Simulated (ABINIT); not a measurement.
# HgTe (Coloradoite) (F-43m) in ABINIT: notebook

Aim: see how the results for HgTe (Coloradoite) move with the level of theory and the settings. Levels: LDA, PBE. Tasks: single point, relaxation of cell and atoms.

Everything below comes from runs of ABINIT 10.8.3 (patched build). Logs are shortened: lines on timing, memory, paths and dates and some standing lists are left out, and cuts for length are marked. The log counts tension as positive stress, the text compression.

## (1) Starting point

The structure is cubic, space group F-43m (No. 216). Conventional cell: a = 6.429 Å, b = 6.429 Å, c = 6.429 Å, α = 90.00°, β = 90.00°, γ = 90.00°. Hg (site symmetry -43m) is surrounded by 4 Te at 2.78 Å. Around Te (site symmetry -43m) lie 4 Hg at 2.78 Å.

## (2) Single point, LDA

File run.abi:

```
pp_dirpath "./"
pseudos "Hg.upf, Te.upf"

acell 8.5906751133 8.5906751133 8.5906751133
rprim
     0.0000000000     0.7071067812     0.7071067812
     0.7071067812     0.0000000000     0.7071067812
     0.7071067812     0.7071067812     0.0000000000
ntypat 2
znucl 80 52
natom 2
typat 1 2
xred
     0.0000000000     0.0000000000     0.0000000000
     0.7500000000     0.7500000000     0.7500000000

ecut 35.0

kptopt 1
ngkpt 5 5 5
nshiftk 1
shiftk 0.0 0.0 0.0

ixc 7

nband 22
occopt 3
tsmear 0.05 eV

nstep 100
tolvrs 1.0e-10

iomode 3
prtwf 0
prteig 0
prtebands 0
prtden 1
prtvha 1
prtvclmb 1
prtpot 1
prtelf 1
```

Potentials or basis: PseudoDojo NC SR LDA v0.4.1 standard.

Started as:

```bash
> abinit run.abi > log 2>&1
```

run.abo:

```text
.Version 10.8.3 of ABINIT
 Symmetries : space group F-4 3 m (#216); Bravais cF (face-center cubic)
================================================================================
 Values of the parameters that define the memory need of the present run
     intxc =       0    ionmov =       0      iscf =       7    lmnmax =       7
     lnmax =       7     mgfft =      48  mpssoang =       4    mqgrid =    3001
     natom =       2  nloc_mem =       1    nspden =       1   nspinor =       1
    nsppol =       1      nsym =      24    n1xccc =    2501    ntypat =       2
    occopt =       3   xclevel =       1
       mpw =        4461          nfft =      110592          nkpt =          10
================================================================================
================================================================================

--------------------------------------------------------------------------------
------------- Echo of variables that govern the present computation ------------
--------------------------------------------------------------------------------
 -outvars: echo values of preprocessed input variables --------
            acell      8.5906751133E+00  8.5906751133E+00  8.5906751133E+00 Bohr
              amu      2.00590000E+02  1.27600000E+02
             ecut      3.50000000E+01 Hartree
              ixc           7
         kptrlatt        5    0    0      0    5    0      0    0    5
          kptrlen      4.29533756E+01
            natom           2
            nband          22
            ngfft          48      48      48
             nkpt          10
            nstep         100
             nsym          24
           ntypat           2
           occopt           3
        prtebands           0
           prteig           0
           prtelf           1
           prtpot           1
         prtvclmb           1
           prtvha           1
            prtwf           0
            rprim      0.0000000000E+00  7.0710678120E-01  7.0710678120E-01
                       7.0710678120E-01  0.0000000000E+00  7.0710678120E-01
                       7.0710678120E-01  7.0710678120E-01  0.0000000000E+00
          spgroup         216
           tolvrs      1.00000000E-10
           tsmear      1.83746611E-03 Hartree
            typat      1  2
           xangst      0.0000000000E+00  0.0000000000E+00  0.0000000000E+00
                       4.8217499968E+00  4.8217499968E+00  4.8217499968E+00
            xcart      0.0000000000E+00  0.0000000000E+00  0.0000000000E+00
                       9.1117869416E+00  9.1117869416E+00  9.1117869416E+00
             xred      0.0000000000E+00  0.0000000000E+00  0.0000000000E+00
                       7.5000000000E-01  7.5000000000E-01  7.5000000000E-01
            znucl       80.00000   52.00000

================================================================================

[... 111 lines left out ...]
    1        2.00000         16.49695846
    2        2.00000         11.95415653
================================================================================

 ----iterations are completed or convergence reached----

 Mean square residual over all n,k,spin=   12.008E-08; max=  24.879E-06
 reduced coordinates (array xred) for    2 atoms
       0.000000000000      0.000000000000      0.000000000000
       0.750000000000      0.750000000000      0.750000000000
 rms dE/dt=  3.4352E-30; max dE/dt=  8.4145E-30; dE/dt below (all hartree)
    1       0.000000000000      0.000000000000      0.000000000000
    2       0.000000000000      0.000000000000      0.000000000000

 cartesian coordinates (angstrom) at end:
    1      0.00000000000000     0.00000000000000     0.00000000000000
    2      4.82174999680108     4.82174999680108     4.82174999680108

 cartesian forces (hartree/bohr) at end:
    1     -0.00000000000000     0.00000000000000     0.00000000000000
    2      0.00000000000000    -0.00000000000000    -0.00000000000000
 frms,max,avg= 3.4630349E-31 3.4630349E-31   0.000E+00  0.000E+00  0.000E+00 h/b

 cartesian forces (eV/Angstrom) at end:
    1     -0.00000000000000     0.00000000000000     0.00000000000000
    2      0.00000000000000    -0.00000000000000    -0.00000000000000
 frms,max,avg= 1.7807641E-29 1.7807641E-29   0.000E+00  0.000E+00  0.000E+00 e/A
 length scales=  8.590675113300  8.590675113300  8.590675113300 bohr
              =  4.545989493146  4.545989493146  4.545989493146 angstroms
 Fermi (or HOMO) energy (hartree) =   0.17650   Average Vxc (hartree)=  -0.35963
 Eigenvalues (hartree) for nkpt=  10  k points:
 kpt#   1, nband= 22, wtk=  0.00800, kpt=  0.0000  0.0000  0.0000 (reduced coord)
  -4.06270   -2.15900   -2.15900   -2.15900   -1.17404   -1.17404   -1.17404   -1.17370
  -1.17370   -0.27291   -0.09790   -0.09790   -0.09790   -0.07757   -0.07757    0.14218
   0.17522    0.17522    0.17522    0.32812    0.32812    0.32812
      occupation numbers for kpt#   1
   2.00000    2.00000    2.00000    2.00000    2.00000    2.00000    2.00000    2.00000
   2.00000    2.00000    2.00000    2.00000    2.00000    2.00000    2.00000    2.00000
   1.33483    1.33483    1.33483    0.00000    0.00000    0.00000
 prteigrs : prtvol=0 or 1, do not print more k-points.

--- !EnergyTerms
iteration_state     : {dtset: 1, }
comment             : Components of total free energy in Hartree
kinetic             :  1.04428026606560E+02
hartree             :  8.16855573444521E+01
xc                  : -5.17243558811464E+01
Ewald energy        : -1.44904694491684E+02
psp_core            :  5.35829616825501E+00
local_psp           : -2.43161216181935E+02
non_local_psp       : -2.30415705203798E+01
internal            : -2.71359956955877E+02
'-kT*entropy'       : -5.68048213780946E-05
total_energy        : -2.71360013760699E+02
total_energy_eV     : -7.38408214615709E+03
band_energy         : -3.37120963509917E+01
...

 Cartesian components of stress tensor (hartree/bohr^3)
  sigma(1 1)= -8.35174790E-06  sigma(3 2)=  0.00000000E+00
  sigma(2 2)= -8.35174790E-06  sigma(3 1)=  0.00000000E+00
  sigma(3 3)= -8.35174790E-06  sigma(2 1)=  0.00000000E+00

-Cartesian components of stress tensor (GPa)         [Pressure=  2.4572E-01 GPa]
- sigma(1 1)= -2.45716907E-01  sigma(3 2)=  0.00000000E+00
- sigma(2 2)= -2.45716907E-01  sigma(3 1)=  0.00000000E+00
- sigma(3 3)= -2.45716907E-01  sigma(2 1)=  0.00000000E+00

== END DATASET(S) ==============================================================
================================================================================

 -outvars: echo values of variables after computation  --------
            acell      8.5906751133E+00  8.5906751133E+00  8.5906751133E+00 Bohr
           etotal     -2.7136001376E+02
            fcart     -3.4630349032E-31  3.4630349032E-31  3.4630349032E-31
                       3.4630349032E-31 -3.4630349032E-31 -3.4630349032E-31
            rprim      0.0000000000E+00  7.0710678120E-01  7.0710678120E-01
                       7.0710678120E-01  0.0000000000E+00  7.0710678120E-01
                       7.0710678120E-01  7.0710678120E-01  0.0000000000E+00
           strten     -8.3517478984E-06 -8.3517478984E-06 -8.3517478984E-06
                       0.0000000000E+00  0.0000000000E+00  0.0000000000E+00
           xangst      0.0000000000E+00  0.0000000000E+00  0.0000000000E+00
                       4.8217499968E+00  4.8217499968E+00  4.8217499968E+00
             xred      0.0000000000E+00  0.0000000000E+00  0.0000000000E+00
                       7.5000000000E-01  7.5000000000E-01  7.5000000000E-01
 Calculation completed.
```

Run time: 39 s. Hardware: 1 thread of Arm Neoverse V1, shared host; peak memory 0.09 GiB.

Results:

| Property | Result |
| --- | --- |
| Free energy | -7384.0821 eV |
| Pressure | 0.2 GPa |
| Band gap on the k mesh | none (metal or under the smearing width) |
| Valence electrons inside the program's atomic spheres | Hg 16.50; Te 11.95 |

Levels at points of the mesh, in eV from the Fermi level:
| k point | band 16 | band 17 | band 18 | band 19 | band 20 | band 21 |
| --- | --- | --- | --- | --- | --- | --- |
| (0.00, 0.00, 0.00) | -0.93 | -0.03 | -0.03 | -0.03 | 4.13 | 4.13 |

The run has no spin-orbit coupling, so splittings on Hg, Te are missing.

## (3) Relaxation of cell and atoms, LDA

File run.abi:

```
# Pseudopotentials
pp_dirpath "./"
pseudos "Hg.upf, Te.upf"

# Structure
acell 3*1.0 Angstrom
rprim
     0.0000000000     3.2145000000     3.2145000000
     3.2145000000     0.0000000000     3.2145000000
     3.2145000000     3.2145000000     0.0000000000
ntypat 2
znucl 80 52
natom 2
typat 1 2
chkprim 0
chksymtnons 0
tolsym 1.0e-6
xred
            0.0            0.0            0.0
            3/4            3/4            3/4

# Plane-wave basis
ecut 1088.455450 eV
ecutsm 0.5

# k points
kptopt 1
ngkpt 5 5 5
nshiftk 1
shiftk 0.0 0.0 0.0

# Exchange and correlation
ixc 7

# Bands and occupations
nband 22
occopt 3
tsmear 0.00183747

# SCF cycle
nstep 80
tolvrs 1.0e-12

# Output
iomode 3
prteig 0
prtebands 0
prtwf 0
prtden 0

# Relaxation
ionmov 2
optcell 2
ntime 50
tolmxf 2.0e-5
dilatmx 1.08
```

Potentials or basis: PseudoDojo NC SR LDA v0.4.1 standard.

Started as:

```bash
> mpirun --bind-to none -np 4 abinit run.abi > log 2>&1
```

It took 59 s on 4 MPI ranks of Arm Neoverse V2, shared host; peak memory 0.4 GiB.

The run converged. Its results:

- Free energy: -7384.0847 eV
- Relaxed volume: 33.46 Å³/atom
- Relaxed cell: a = 4.557 Å, b = 4.557 Å, c = 4.557 Å, α = 60.00°, β = 60.00°, γ = 60.00°
- Space group after relaxing (to 0.05 Å): F-43m (No. 216)
- Energy gained by relaxing: 0.3 meV/atom
- Ionic steps: 3
- Pressure after relaxing: 0.0 GPa
- Band gap on the k mesh: none (metal or under the smearing width)

Step by step:
| step | energy change (eV) | largest force (eV/Å) | pressure (GPa) | volume (Å³) |
| --- | --- | --- | --- | --- |
| 1 | 0.0000 | 0.0000 | 0.36 | 66.43 |
| 2 | -0.0002 | 0.0000 | 0.30 | 66.50 |
| 3 | -0.0006 | 0.0000 | 0.00 | 66.92 |

Final structure:
```
Hg Te
1.0
     0.00000    3.22243    3.22243
     3.22243    0.00000    3.22243
     3.22243    3.22243    0.00000
Hg Te
1 1
Direct
  0.00000 0.00000 0.00000
  0.75000 0.75000 0.75000
```

## (4) Single point, LDA (cell relaxed)

File run.abi:

```
# Pseudopotentials
pp_dirpath "./"
pseudos "Hg.upf, Te.upf"

# Structure
acell 3*1.0
rprim
     0.0000000000     6.0895165997     6.0895165997
     6.0895165997     0.0000000000     6.0895165997
     6.0895165997     6.0895165997     0.0000000000
ntypat 2
znucl 80 52
natom 2
typat 1 2
xred
     0.0000000000     0.0000000000     0.0000000000
     0.7500000000     0.7500000000     0.7500000000
chkprim 0
chksymtnons 0
tolsym 1.0e-6

# Plane-wave basis
ecut 40.0

# k points
kptopt 1
ngkpt 5 5 5
nshiftk 1
shiftk 0.0 0.0 0.0

# Exchange and correlation
ixc 7

# Bands and occupations
nband 22
occopt 3
tsmear 0.05 eV

# SCF cycle
nstep 100
tolvrs 1.0e-10

# Output
iomode 3
prtwf 0
prtden 0
prteig 0
prtebands 0
```

Started as:

```bash
> mpirun --bind-to none -np 4 abinit run.abi > log 2>&1
```

It took 15 s on 4 MPI ranks of Arm Neoverse V2, shared host; peak memory 0.32 GiB.

It converged, with:

```
Free energy                                           : -7384.0848 eV
Pressure                                              : 0.0 GPa
Band gap on the k mesh                                : none (metal or under the smearing width)
Valence electrons inside the program's atomic spheres : Hg 16.48; Te 11.99
```

Levels at points of the mesh, in eV from the Fermi level:
```
           k point  band 14  band 15  band 16  band 17  band 18  band 19  band 20  band 21  band 22
(0.00, 0.00, 0.00)    -6.88    -6.88    -0.95    -0.03    -0.03    -0.03     4.14     4.14     4.14
```

Spin-orbit coupling is left out, which matters for the levels of Hg, Te.

## (5) Single point, PBE (cell squeezed)

File run.abi:

```
# Pseudopotentials
pp_dirpath "./"
pseudos "Hg_ONCV_PBE-1.2.upf, Te_ONCV_PBE-1.2.upf"

# Structure
acell 4.4845496742 4.4845496742 4.4845496742 Angstrom
rprim
     0.0000000000     0.7071067812     0.7071067812
     0.7071067812     0.0000000000     0.7071067812
     0.7071067812     0.7071067812     0.0000000000
ntypat 2
znucl 80 52
natom 2
typat 1 2
xred
     0.0000000000     0.0000000000     0.0000000000
     0.7500000000     0.7500000000     0.7500000000
chkprim 0
chksymtnons 0
tolsym 1.0e-6

# Plane-wave basis
ecut 15.0

# k points
kptopt 1
ngkpt 5 5 5
nshiftk 1
shiftk 0.0 0.0 0.0

# Exchange and correlation
ixc 11

# Bands and occupations
nband 22
occopt 3
tsmear 0.05 eV

# SCF cycle
nstep 100
tolvrs 1.0e-10

# Output
iomode 3
prtwf 0
prtden 0
prteig 0
prtebands 0
enunit 1
```

Potentials or basis: SG15 NC PBE v1.2.

Started as:

```bash
> abinit run.abi > log 2>&1
```

run.abo:

```text
.Version 10.8.3 of ABINIT
 Symmetries : space group F-4 3 m (#216); Bravais cF (face-center cubic)
================================================================================
 Values of the parameters that define the memory need of the present run
     intxc =       0    ionmov =       0      iscf =       7    lmnmax =       8
     lnmax =       8     mgfft =      30  mpssoang =       4    mqgrid =    3001
     natom =       2  nloc_mem =       1    nspden =       1   nspinor =       1
    nsppol =       1      nsym =      24    n1xccc =       0    ntypat =       2
    occopt =       3   xclevel =       2
       mpw =        1215          nfft =       27000          nkpt =          10
================================================================================
================================================================================

--------------------------------------------------------------------------------
------------- Echo of variables that govern the present computation ------------
--------------------------------------------------------------------------------
 -outvars: echo values of preprocessed input variables --------
            acell      8.4745706823E+00  8.4745706823E+00  8.4745706823E+00 Bohr
              amu      2.00590000E+02  1.27600000E+02
          chkprim           0
      chksymtnons           0
             ecut      1.50000000E+01 Hartree
           enunit           1
              ixc          11
         kptrlatt        5    0    0      0    5    0      0    0    5
          kptrlen      4.23728534E+01
            natom           2
            nband          22
            ngfft          30      30      30
[... 164 lines left out ...]
kinetic             :  9.07495098661718E+01
hartree             :  7.52401089423028E+01
xc                  : -2.30131164591168E+01
Ewald energy        : -1.46889936899676E+02
psp_core            :  6.10864270086879E+00
local_psp           : -2.25348237368324E+02
non_local_psp       : -1.90714496669465E+01
internal            : -2.42224478884720E+02
'-kT*entropy'       : -5.65356148147171E-05
total_energy        : -2.42224535420335E+02
total_energy_eV     : -6.59126539157605E+03
band_energy         : -3.31839175072663E+01
...

 Cartesian components of stress tensor (hartree/bohr^3)
  sigma(1 1)=  4.10644302E-03  sigma(3 2)=  0.00000000E+00
  sigma(2 2)=  4.10644302E-03  sigma(3 1)=  0.00000000E+00
  sigma(3 3)=  4.10644302E-03  sigma(2 1)=  0.00000000E+00

-Cartesian components of stress tensor (GPa)         [Pressure= -1.2082E+02 GPa]
- sigma(1 1)=  1.20815725E+02  sigma(3 2)=  0.00000000E+00
- sigma(2 2)=  1.20815725E+02  sigma(3 1)=  0.00000000E+00
- sigma(3 3)=  1.20815725E+02  sigma(2 1)=  0.00000000E+00

== END DATASET(S) ==============================================================
================================================================================

 -outvars: echo values of variables after computation  --------
            acell      8.4745706823E+00  8.4745706823E+00  8.4745706823E+00 Bohr
           etotal     -2.4222453542E+02
            fcart     -0.0000000000E+00 -0.0000000000E+00 -0.0000000000E+00
                      -0.0000000000E+00 -0.0000000000E+00 -0.0000000000E+00
            rprim      0.0000000000E+00  7.0710678120E-01  7.0710678120E-01
                       7.0710678120E-01  0.0000000000E+00  7.0710678120E-01
                       7.0710678120E-01  7.0710678120E-01  0.0000000000E+00
           strten      4.1064430194E-03  4.1064430194E-03  4.1064430194E-03
                       0.0000000000E+00  0.0000000000E+00  0.0000000000E+00
           xangst      0.0000000000E+00  0.0000000000E+00  0.0000000000E+00
                       4.7565832279E+00  4.7565832279E+00  4.7565832279E+00
             xred      0.0000000000E+00  0.0000000000E+00  0.0000000000E+00
                       7.5000000000E-01  7.5000000000E-01  7.5000000000E-01
 Calculation completed.
```

Run time: 10 s. Hardware: 1 thread of Arm Neoverse V1, shared host; peak memory 0.06 GiB.

What came out:

* Free energy: -6591.2654 eV
* Band gap on the k mesh: none (metal or under the smearing width)
* Valence electrons inside the program's atomic spheres: Hg 16.50; Te 11.87

Levels at points of the mesh, in eV from the Fermi level:
| k point | band 15 | band 16 | band 17 | band 18 | band 19 | band 20 | band 21 | band 22 |
| --- | --- | --- | --- | --- | --- | --- | --- | --- |
| (0.00, 0.00, 0.00) | -7.17 | -0.71 | -0.03 | -0.03 | -0.03 | 4.15 | 4.15 | 4.15 |

Caveat: the cutoff is too short for stress, so the log's stress isn't used.

## (6) Single point, LDA

Edit run.abi of step 5 so:

```diff
@@ -2,6 +2,6 @@
 pp_dirpath "./"
-pseudos "Hg_ONCV_PBE-1.2.upf, Te_ONCV_PBE-1.2.upf"
+pseudos "Hg.upf, Te.upf"
 
 # Structure
-acell 4.4845496742 4.4845496742 4.4845496742 Angstrom
+acell 8.5906751133 8.5906751133 8.5906751133
 rprim
@@ -17,8 +17,5 @@
      0.7500000000     0.7500000000     0.7500000000
-chkprim 0
-chksymtnons 0
-tolsym 1.0e-6
 
 # Plane-wave basis
-ecut 15.0
+ecut 35.0
 
@@ -31,3 +28,3 @@
 # Exchange and correlation
-ixc 11
+ixc 7
 
@@ -36,3 +33,3 @@
 occopt 3
-tsmear 0.05 eV
+tsmear 0.00183747
 
@@ -48,2 +45 @@
 prtebands 0
-enunit 1
```

Potentials or basis: PseudoDojo NC SR LDA v0.4.1 standard.

Started as:

```bash
> mpirun --bind-to none -np 4 abinit run.abi > log 2>&1
```

Wall time 12 s (4 MPI ranks of Arm Neoverse V2, shared host); peak memory 0.32 GiB.

The run converged. Its results:

```
Free energy                                           : -7384.0821 eV
Pressure                                              : 0.2 GPa
Band gap on the k mesh                                : none (metal or under the smearing width)
Valence electrons inside the program's atomic spheres : Hg 16.50; Te 11.95
```

Levels at points of the mesh, in eV from the Fermi level:
```tsv
k point	band 15	band 16	band 17	band 18	band 19	band 20	band 21	band 22
(0.00, 0.00, 0.00)	-6.91	-0.93	-0.03	-0.03	-0.03	4.13	4.13	4.13
```

Spin-orbit coupling is left out, which matters for the levels of Hg, Te.

## (7) Overview

```tsv
task	level	potentials or basis	cell	cutoff (eV)	cell freedom (optcell)	optimiser (ionmov)	cutoff smearing ecutsm (Ha)	force stop (Ha/bohr)	gap on the mesh (eV)	pressure (GPa)
single point	LDA	PseudoDojo NC SR LDA v0.4.1 standard	as given	952	-	-	-	-	none	0.2
relaxation of cell and atoms	LDA	PseudoDojo NC SR LDA v0.4.1 standard	relaxed	1088	2	2	0.5	2e-05	none	0.0
single point	LDA	PseudoDojo NC SR LDA v0.4.1 standard	cell relaxed	1088	-	-	-	-	none	0.0
single point	PBE	SG15 NC PBE v1.2	cell squeezed	408	-	-	-	-	none	-
```

Alike in all rows: no spin polarisation; k mesh 5 × 5 × 5; smearing fermi-dirac 0.05 eV.

Total energies depend on the potentials used, so only differences within one code and one set of settings carry meaning.
